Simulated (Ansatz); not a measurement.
Bi under strains and displacements

Computed with DFT PBE, scalar-relativistic, plane waves, PAW in Ansatz 0.2.0.

Plane waves to 420 eV, a k mesh through Γ of 16×16×16 on the computed 1-atom cell and Gaussian smearing (0.10 eV); no spin polarisation.

Reference cell:

```
Bi
1.0
    -4.25748    4.25748    1.43056
     4.25748   -4.25748    1.43056
     4.25748    4.25748   -1.43056
Bi
1
Direct
  0.00000 0.00000 0.00000
```

Each variant moves atoms of this cell by the vectors given, if any (Å), and then applies a symmetric strain (tensor components, Cartesian axes). The reference cell isn't relaxed at this level. Energies are per atom at zero smearing, counted from the lowest variant. Pressure is positive in compression.

1. strain (xx yy zz yz xz xy, %) 0.85 0.85 -2.15 0.00 0.00 0.00
2. strain (xx yy zz yz xz xy, %) 3.55 3.55 5.05 0.00 0.00 0.00
3. strain (xx yy zz yz xz xy, %) 0.43 0.43 6.43 0.00 0.00 0.00

```tsv
result	ΔE (meV/atom)	P (GPa)
A	21.6	-1.17
B	0.0	-0.82
C	2.0	0.89
```

Problem. Which variant gave which result?

Solution. A is 3, B is 2, C is 1.

Spin–orbit coupling is left out, which can shift energies with elements as heavy as these. Each cell of Bi holds chains, and where no dispersion correction was added their binding is poorly described.

This form isn't the element's structure at ambient conditions.